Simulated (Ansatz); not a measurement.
## What DFT gives for Au

```
Au
1.0
     0.00000    2.00370    2.00370
     2.00370    0.00000    2.00370
     2.00370    2.00370    0.00000
Au
1
Direct
  0.00000 0.00000 0.00000
```

Method: PBE, no spin polarisation; PAW, plane waves to 420 eV, 11×11×11 Γ-centred mesh, cold occupations (width 0.1733 eV) (Ansatz 0.2.0), atoms fixed.

(1) What happens at the Fermi level?

(2) Describe some of the short contacts.

(3) What does the stress say?

Origin: a known structure type with other elements, at an estimated volume, so it need not be a known compound. Caveats: atoms or cell far from equilibrium; wide smearing.

Answers

(1) It is a metal, with about 0.28 states/eV a cell as the mean within 0.25 eV of the Fermi level.

(2) Au–Au at 2.83 Å: least valence density 0.32 e/Å³ and ELF 0.21 there. These are pseudo-fields; inside the PAW spheres they differ from the all-electron ones.

(3) The pressure is 21.4 GPa (compression positive), so with the atoms held at these fractions the cell would first expand.
